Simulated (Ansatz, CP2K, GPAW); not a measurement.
# Zn: 3 runs at one level of theory

```
Zn
1.0
     2.67000    0.00000    0.00000
    -1.33500    2.31229    0.00000
     0.00000    0.00000    4.96600
Zn
2
Direct
  0.66667 0.33333 0.75000
  0.33333 0.66667 0.25000
```

Alike in all runs: task single point; functional PBE; k mesh 11 × 11 × 6; occupations methfessel-paxton, width 0.2 eV; no spin polarisation; no spin-orbit coupling. Pressure is positive in compression and, in plane waves, holds the error of the finite cutoff.

| program and potentials | plane-wave cutoff (eV) | notes | pressure (GPa) |
| --- | --- | --- | --- |
| Ansatz, all-electron LAPW, scalar-relativistic | - | - | ? |
| GPAW, GPAW PAW data sets (gpaw-data 1.2.1) | 600 | - | -0.96 |
| CP2K, POTENTIAL_UZH Zn GTH-PBE-q12; TZVP-MOLOPT-PBE-GTH basis | - | atomic basis | -0.26 |

**Question.** Estimate from the other rows what the run with Ansatz, all-electron LAPW, scalar-relativistic gave.

**Answer.** Pressure -0.67 GPa. The other rows, which needn't bracket it: pressure -0.96 to -0.26.
